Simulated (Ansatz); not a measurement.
# HfN: strong compression

Aim: compress HfN (WC type) step by step, far beyond the usual range, and follow pressure and electronic structure. Methods of the runs shown: PAW.

Method: DFT PBE, with the methods named in each step, in Ansatz 0.2.0.

### 1 The starting structure

It takes space group P-6m2 (No. 187, hexagonal). Conventional cell: a = 3.002 Å, b = 3.002 Å, c = 2.942 Å, α = 90.00°, β = 90.00°, γ = 120.00°. Around Hf (site symmetry -6m2) lie 6 N at 2.27 Å. N (site symmetry -6m2) has 6 Hf at 2.27 Å as nearest neighbours.

Structure file:

```cif
data_structure
_symmetry_space_group_name_H-M 'P 1'
_symmetry_Int_Tables_number 1
_cell_length_a 3.0022
_cell_length_b 3.0022
_cell_length_c 2.9422
_cell_angle_alpha 90.000
_cell_angle_beta 90.000
_cell_angle_gamma 120.000
_cell_volume 22.97
loop_
_atom_site_label
_atom_site_type_symbol
_atom_site_fract_x
_atom_site_fract_y
_atom_site_fract_z
_atom_site_occupancy
Hf1 Hf 0.00000 0.00000 0.00000 1
N1 N 0.33333 0.66667 0.50000 1
```

Whether this phase is the stable one at these pressures isn't tested.

Atoms are numbered in the order of the input: Hf1, N2.

### 2 Cell relaxed at zero pressure, PAW

Input file input.yaml:

```yaml
crystal:
  lattice:
    - [3.0022085676, 0.0, 0.0]
    - [-1.5011042838, 2.599988887, 0.0]
    - [0.0, 0.0, 2.9421643963]
  atoms:
    - { symbol: Hf, position: [0.0, 0.0, 0.0] }
    - { symbol: "N", position: [0.3333333333, 0.6666666667, 0.5] }
kpoints:
  mp_grid: { grid: [16, 16, 14] }
scf:
  occupations: { method: fermi_dirac, width: 0.1 }
hamiltonian:
  xc: pbe
  pseudopotentials: { kind: paw }
output:
  forces: true
  stress: true
  write_density: true
  write_potential: true
  elf: true
  volumetric_format: npy
relax:
  f_tol: 0.005
  max_steps: 40
  cell: {}
```

On the command line:

```sh
> ansatz run input.yaml --threads 1 --pin off --max-ram 2048MiB --backend cpu --events-out ev --progress --plain --runs-dir out
```

Further steps of the session: Volume scaled by 1, PAW; Shape and atoms relaxed at 0.94 of the volume, PAW; Volume scaled by 0.94, PAW; Shape and atoms relaxed at 0.88 of the volume, PAW; Volume scaled by 0.88, PAW; Shape and atoms relaxed at 0.8 of the volume, PAW; Volume scaled by 0.8, PAW; Shape and atoms relaxed at 0.72 of the volume, PAW; Volume scaled by 0.72, PAW; Shape and atoms relaxed at 0.64 of the volume, PAW; Volume scaled by 0.64, PAW; Shape and atoms relaxed at 0.55 of the volume, PAW; Volume scaled by 0.55, PAW; Volume scaled by 0.55, PAW (source ansatz).

**Question.** What will these runs give? Wanted: PAW pressure at 0.55 of the volume; fitted bulk modulus at zero pressure.

**Answer**, as computed:

```
                                  quantity      value
        PAW pressure at 0.55 of the volume  459.6 GPa
fitted bulk modulus at zero pressure (PAW)    237 GPa
                   its pressure derivative       3.94
```

**Reading.** By PAW the pressure climbs to 460 GPa at 0.55 of the first volume. One third-order Birch-Murnaghan curve follows these points (B₀ = 237 GPa, B′ = 3.94, misfit at most 0.47 GPa). A fit over so wide a range leans to the high pressures, so B₀ can be off by several per cent. No all-electron run checks these rows here, and frozen cores can fail under such compression. The ions are at rest, and the electrons smeared by 0.1 eV. Spin-orbit coupling is left out, though the cell holds Hf; in elements this heavy it can shift bands and gaps by tenths of an eV. HfN has an odd count of electrons, so a run without spin can force a false metal and spoil its energy.
